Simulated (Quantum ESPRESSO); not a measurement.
# BP (F-43m) in Quantum ESPRESSO: a series of runs, part 3 of 3

Quantum ESPRESSO 7.5. The steps go on from the part before.

## Step 4: Phonons, PBEsol

Input file pw.in:

```
&CONTROL
  calculation = 'scf'
  prefix = 'pwscf'
  outdir = './tmp'
  pseudo_dir = './pseudo'
  tprnfor = .true.
  tstress = .true.
  disk_io = 'low'
/
&SYSTEM
  ibrav = 0
  nat = 2
  ntyp = 2
  ecutwfc = 76
  nbnd = 9
  occupations = 'smearing'
  smearing = 'fd'
  degauss = 0.00367493
/
&ELECTRONS
  conv_thr = 4d-10
  electron_maxstep = 120
  mixing_beta = 0.5
/
ATOMIC_SPECIES
P     30.9738 P.upf
B     10.8100 B.upf
CELL_PARAMETERS angstrom
   0.0000000000    2.2690000000    2.2690000000
   2.2690000000    0.0000000000    2.2690000000
   2.2690000000    2.2690000000    0.0000000000
ATOMIC_POSITIONS crystal
P      0.7500000000    0.7500000000    0.7500000000
B      0.0000000000    0.0000000000    0.0000000000
K_POINTS automatic
8 8 8 1 1 1
```

Input file relax.in:

```
&CONTROL
  calculation = 'vc-relax'
  prefix = 'pwscf'
  outdir = './tmp'
  pseudo_dir = './pseudo'
  tprnfor = .true.
  tstress = .true.
  disk_io = 'low'
  nstep = 40
  forc_conv_thr = 0.0001
  etot_conv_thr = 1d-06
/
&SYSTEM
  ibrav = 0
  nat = 2
  ntyp = 2
  ecutwfc = 76
  nbnd = 9
  occupations = 'smearing'
  smearing = 'fd'
  degauss = 0.00367493
/
&ELECTRONS
  conv_thr = 4d-10
  electron_maxstep = 120
  mixing_beta = 0.5
/
&IONS
  ion_dynamics = 'bfgs'
/
&CELL
  cell_dynamics = 'bfgs'
  press = 0
  press_conv_thr = 0.2
/
ATOMIC_SPECIES
P     30.9738 P.upf
B     10.8100 B.upf
CELL_PARAMETERS angstrom
   0.0000000000    2.2690000000    2.2690000000
   2.2690000000    0.0000000000    2.2690000000
   2.2690000000    2.2690000000    0.0000000000
ATOMIC_POSITIONS crystal
P      0.7500000000    0.7500000000    0.7500000000
B      0.0000000000    0.0000000000    0.0000000000
K_POINTS automatic
8 8 8 1 1 1
```

Input file scf2.in:

```
&CONTROL
  calculation = 'scf'
  prefix = 'pwscf'
  outdir = './tmp'
  pseudo_dir = './pseudo'
  tprnfor = .true.
  tstress = .true.
  disk_io = 'low'
/
&SYSTEM
  ibrav = 0
  nat = 2
  ntyp = 2
  ecutwfc = 76
  nbnd = 9
  occupations = 'fixed'
/
&ELECTRONS
  conv_thr = 1d-13
  electron_maxstep = 120
  mixing_beta = 0.5
  startingpot = 'file'
  startingwfc = 'file'
/
ATOMIC_SPECIES
P     30.9738 P.upf
B     10.8100 B.upf
CELL_PARAMETERS angstrom
   0.0000000000    2.2602605628    2.2602605628
   2.2602605628    0.0000000000    2.2602605628
   2.2602605628    2.2602605628    0.0000000000
ATOMIC_POSITIONS crystal
P      0.7500000000    0.7500000000    0.7500000000
B      0.0000000000    0.0000000000    0.0000000000
K_POINTS automatic
8 8 8 1 1 1
```

Input file ph.in:

```
phonons of BP
&INPUTPH
  prefix = 'pwscf'
  outdir = './tmp'
  tr2_ph = 1d-16
  fildyn = 'dyn'
  niter_ph = 60
  alpha_mix(1) = 0.7
  epsil = .true.
/
0.0000000000 0.0000000000 0.0000000000
```

Input file dynmat.in:

```
&INPUT
  fildyn = 'dyn'
  asr = 'crystal'
  lperm = .true.
  filout = 'dynmat.disp'
  fileig = 'dynmat.eig'
/
```

Input file dynmat_lo.in:

```
&INPUT
  fildyn = 'dyn'
  asr = 'crystal'
  filout = 'dynmat_lo.disp'
  fileig = 'dynmat_lo.eig'
  q(1) = 0
  q(2) = 0
  q(3) = 1
/
```

Potentials or basis: PseudoDojo 0.4.1 SR PBEsol standard.

Started as:

```sh
OMP_NUM_THREADS=1 pw.x -in pw.in > pw.out
OMP_NUM_THREADS=1 pw.x -in relax.in > relax.out
OMP_NUM_THREADS=1 pw.x -in scf2.in > scf2.out
OMP_NUM_THREADS=1 ph.x -in ph.in > ph.out
OMP_NUM_THREADS=1 dynmat.x -in dynmat.in > dynmat.out
OMP_NUM_THREADS=1 dynmat.x -in dynmat_lo.in > dynmat_lo.out
```

pw.out:

```text
This program is part of the open-source Quantum ESPRESSO suite
     for quantum simulation of materials; please cite
[... 9 lines left out ...]
     --------------------
     sticks:   dense  smooth     PW     G-vecs:    dense   smooth      PW
     Sum         769     769    241                14163    14163    2445

     Using Slab Decomposition

     bravais-lattice index     =            0
     lattice parameter (alat)  =       6.0638  a.u.
     unit-cell volume          =     157.6631 (a.u.)^3
     number of atoms/cell      =            2
     number of atomic types    =            2
     number of electrons       =         8.00
     number of Kohn-Sham states=            9
     kinetic-energy cutoff     =      76.0000  Ry
     charge density cutoff     =     304.0000  Ry
     scf convergence threshold =      4.0E-10
     mixing beta               =       0.5000
     number of iterations used =            8  plain     mixing
     Exchange-correlation= PBESOL
                           (   1   4  10   8   0   0   0)

     celldm(1)=   6.063849  celldm(2)=   0.000000  celldm(3)=   0.000000
     celldm(4)=   0.000000  celldm(5)=   0.000000  celldm(6)=   0.000000

     crystal axes: (cart. coord. in units of alat)
               a(1) = (   0.000000   0.707107   0.707107 )
               a(2) = (   0.707107   0.000000   0.707107 )
               a(3) = (   0.707107   0.707107   0.000000 )

     reciprocal axes: (cart. coord. in units 2 pi/alat)
               b(1) = ( -0.707107  0.707107  0.707107 )
               b(2) = (  0.707107 -0.707107  0.707107 )
               b(3) = (  0.707107  0.707107 -0.707107 )

     PseudoPot. # 1 for P  read from file:
     P.upf
     Pseudo is Norm-conserving + core correction, Zval =  5.0
     Generated using ONCVPSP code by D. R. Hamann
     Using radial grid of 1298 points,  6 beta functions with:
                l(1) =   0
                l(2) =   0
                l(3) =   1
                l(4) =   1
                l(5) =   2
                l(6) =   2

     PseudoPot. # 2 for B  read from file:
     B.upf
     Pseudo is Norm-conserving + core correction, Zval =  3.0
     Generated using ONCVPSP code by D. R. Hamann
     Using radial grid of 1534 points,  4 beta functions with:
                l(1) =   0
                l(2) =   0
                l(3) =   1
                l(4) =   1

     atomic species   valence    mass     pseudopotential
     P                 5.00    30.97380     P ( 1.00)
     B                 3.00    10.81000     B ( 1.00)

     24 Sym. Ops. (no inversion) found

   Cartesian axes

     site n.     atom                  positions (alat units)
         1        P      tau(   1) = (   1.0606602   1.0606602   1.0606602  )
         2        B      tau(   2) = (   0.0000000   0.0000000   0.0000000  )

     number of k points=    60  Fermi-Dirac smearing, width (Ry)=  0.0037
                       cart. coord. in units 2pi/alat
        k(    1) = (   0.0441942   0.0441942   0.0441942), wk =   0.0078125
        k(    2) = (   0.1325825   0.1325825  -0.0441942), wk =   0.0234375
        k(    3) = (   0.2209709   0.2209709  -0.1325825), wk =   0.0234375
        k(    4) = (   0.3093592   0.3093592  -0.2209709), wk =   0.0234375
        k(    5) = (  -0.3093592  -0.3093592   0.3977476), wk =   0.0234375
        k(    6) = (  -0.2209709  -0.2209709   0.3093592), wk =   0.0234375
[... 52 lines left out ...]
        k(   59) = (   0.3093592   0.3093592   0.3093592), wk =   0.0078125
        k(   60) = (  -0.3093592  -0.3093592   0.9280777), wk =   0.0234375

     Dense  grid:    14163 G-vectors     FFT dimensions: (  36,  36,  36)

     Initial potential from superposition of free atoms

     starting charge       7.9996, renormalised to       8.0000
     Starting wfcs are    8 randomized atomic wfcs +    1 random wfcs

     Self-consistent Calculation

     iteration #  1     ecut=    76.00 Ry     beta= 0.50
     Davidson diagonalization with overlap
     ethr =  1.00E-02,  avg # of iterations =  5.8

     total energy              =     -19.75767693 Ry
     estimated scf accuracy    <       0.15649020 Ry
[... 43 lines left out ...]
     iteration #  8     ecut=    76.00 Ry     beta= 0.50
     Davidson diagonalization with overlap
     ethr =  7.34E-11,  avg # of iterations =  1.0

     End of self-consistent calculation

          k = 0.0442 0.0442 0.0442 (  1798 PWs)   bands (ev):

    -6.2194   8.6198   9.0781   9.0781  12.7403  12.7403  12.7990  16.7424
    20.6990
[... 128 lines left out ...]
    -1.5852   0.8534   4.7944   5.1266  10.5576  11.1348  20.9018  20.9748
    23.8986

          k =-0.5745 0.1326-0.0442 (  1753 PWs)   bands (ev):

    -2.3755   1.9082   4.4366   5.1770  11.2373  12.5552  18.7541  20.0349
    23.0300

          k =-0.4861 0.2210-0.1326 (  1761 PWs)   bands (ev):

    -2.9294   1.7296   4.8770   6.0545  12.2023  15.5613  16.2308  17.5444
    22.0499

          k =-0.4861 0.0442 0.0442 (  1746 PWs)   bands (ev):

    -3.4947   3.2971   5.4122   5.6530  10.6874  12.4270  18.7752  18.7851
    22.9991

          k =-0.3977 0.1326-0.0442 (  1759 PWs)   bands (ev):

    -4.2058   3.9890   5.6045   6.4798  11.7739  14.2546  16.3478  17.3416
    21.8547

          k =-0.3094 0.0442 0.0442 (  1772 PWs)   bands (ev):
[... 141 lines left out ...]
    -2.7552   0.3813   6.0574   7.0893  12.9349  14.6679  14.6888  19.5609
    21.6768

     the Fermi energy is     9.7888 ev

!    total energy              =     -19.78030685 Ry
     estimated scf accuracy    <          2.8E-10 Ry
     smearing contrib. (-TS)   =      -0.00000000 Ry
     internal energy E=F+TS    =     -19.78030685 Ry

     The total energy is F=E-TS. E is the sum of the following terms:
     one-electron contribution =       6.56884191 Ry
     hartree contribution      =       1.23658040 Ry
     xc contribution           =      -6.60248962 Ry
     ewald contribution        =     -20.98323954 Ry

     convergence has been achieved in   8 iterations

     Forces acting on atoms (cartesian axes, Ry/au):

     atom    1 type  1   force =     0.00000000    0.00000000    0.00000000
     atom    2 type  2   force =     0.00000000   -0.00000000   -0.00000000

     Total force =     0.000000     Total SCF correction =     0.000000

     Computing stress (Cartesian axis) and pressure

          total   stress  (Ry/bohr**3)                   (kbar)     P=      -19.16
  -0.00013026   0.00000000   0.00000000          -19.16        0.00        0.00
   0.00000000  -0.00013026   0.00000000            0.00      -19.16        0.00
   0.00000000   0.00000000  -0.00013026            0.00        0.00      -19.16

=------------------------------------------------------------------------------=
   JOB DONE.
=------------------------------------------------------------------------------=
```

relax.out:

```text
This program is part of the open-source Quantum ESPRESSO suite
     for quantum simulation of materials; please cite
[... 9 lines left out ...]
     --------------------
     sticks:   dense  smooth     PW     G-vecs:    dense   smooth      PW
     Sum         769     769    241                14163    14163    2445
[... 2310 lines left out ...]
  -0.00000016  -0.00000000   0.00000000           -0.02       -0.00        0.00
   0.00000000  -0.00000016  -0.00000000            0.00       -0.02       -0.00
   0.00000000   0.00000000  -0.00000016            0.00        0.00       -0.02

=------------------------------------------------------------------------------=
   JOB DONE.
=------------------------------------------------------------------------------=
```

Wall time 4.3 min (1 thread of Arm Neoverse V1, shared host); peak memory 0.05 GiB.

What came out:

* Free energy: -269.1264 eV
* Relaxed volume: 11.55 Å³/atom
* Relaxed cell: a = 3.196 Å, b = 3.196 Å, c = 3.196 Å, α = 60.00°, β = 60.00°, γ = 60.00°
* Space group after relaxing (to 0.05 Å): F-43m (No. 216)
* Pressure after relaxing: 0.0 GPa
* Electronic dielectric tensor (diagonal): 9.26
* Born charges (mean of the diagonal): P +0.56; B -0.56 e
* Highest phonon frequency at Γ, LO-TO splitting left out: 811 cm⁻¹
* Static dielectric tensor (diagonal): 9.39

The path:
```csv
step,energy change (eV),largest force (eV/Å),pressure (GPa),volume (Å³)
1,0.0000,0.0000,-1.92,23.36
2,-0.0016,0.0000,-0.30,23.14
3,-0.0016,0.0000,0.00,23.09
4,-0.0016,0.0000,0.00,23.09
```

Final structure:
```
CELL_PARAMETERS angstrom
0.00000 2.26026 2.26026
2.26026 0.00000 2.26026
2.26026 2.26026 0.00000
ATOMIC_POSITIONS crystal
P 0.75000 0.75000 0.75000
B 0.00000 0.00000 0.00000
```

Phonon frequencies in cm⁻¹ (negative: imaginary):
| q point | frequencies |
| --- | --- |
| (0.000, 0.000, 0.000) | -5 -5 -5 811 811 811 |

Electronic dielectric tensor:
```
9.26 0.00 0.00
0.00 9.26 0.00
0.00 0.00 9.26
```

Born effective charge tensors (e):
atom 1, P
```
0.56 0.00 0.00
0.00 0.56 0.00
0.00 0.00 0.56
```
atom 2, B
```
-0.56  0.00  0.00
 0.00 -0.56  0.00
 0.00  0.00 -0.56
```

Optical modes at Γ, degenerate ones joined, polar ones without the macroscopic field:
```csv
cm⁻¹,components,symmetry,active in,"IR intensity, summed ((D/Å)²/amu)"
811,3,T2,IR and Raman,2.72
```

Zone-centre frequencies without and with the macroscopic field along z (cm⁻¹):
```tsv
	optical modes in rising order
without	811 811 811
with the field	811 811 817
```

Static dielectric tensor, electrons and zone-centre modes:
```
9.39 0.00 0.00
0.00 9.39 0.00
0.00 0.00 9.39
```

## Step 5: Summary

| task | level | potentials or basis | k mesh | pressure (GPa) |
| --- | --- | --- | --- | --- |
| phonons and Raman activities | PBE | PseudoDojo 0.4.1 SR PBE standard | 6 × 6 × 6, shifted | 0.0 |
| phonons | PBE | PseudoDojo 0.4.1 SR PBE standard | 8 × 8 × 8, shifted | 1.0 |
| phonons | PBEsol | PseudoDojo 0.4.1 SR PBEsol standard | 8 × 8 × 8, shifted | 0.0 |

Alike in all rows: no spin polarisation; cell relaxed; cutoff (eV) 1034; smearing fermi-dirac 0.05 eV.

Absolute energies hang on the potentials; compare differences alone.
